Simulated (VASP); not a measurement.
Pt, 2 atoms in the cell. The structure is hexagonal, space group P6_3/mmc (No. 194). The conventional cell has a = 2.761 Å, b = 2.761 Å, c = 4.792 Å, α = 90.00°, β = 90.00°, γ = 120.00°. Pt (site symmetry -6m2) is surrounded by 12 Pt at 2.76 to 2.88 Å. This isn't the form of Pt at room conditions, which is fcc.

```yaml
Program: VASP 6.6.1
Task: relaxation of cell and atoms
Functional: PBE
Dispersion: D3(BJ)
Potentials_or_basis: VASP PAW PBE potentials, release 64 (Pt)
Cutoff: 600 eV
k_mesh: 9 × 9 × 4
Occupations: gaussian, width 0.1 eV
Spin: no spin polarisation
Dipole_correction: no
Further_INCAR_settings: ALGO = Normal; EDIFF = 1e-06; IBRION = 2; EDIFFG = -0.05; NSW = 100; ISIF = 3
```

Potentials or basis: VASP PAW PBE potentials, release 64 (Pt).

Run with:

```console
$ cat potpaw_PBE.64/Pt/POTCAR > POTCAR
$ mpirun -np 1 vasp_std > vasp.out
```

Hardware: 1 thread of Intel(R) Xeon(R) 6975P-C (Granite Rapids), on a shared host.

Q: How long does it take, and how much memory?

A: Wall time 29 s on 1 thread of Intel(R) Xeon(R) 6975P-C (Granite Rapids) (shared host), peak memory 0.18 GiB. Counts: scf iterations 36, k points 36, ion steps 5.
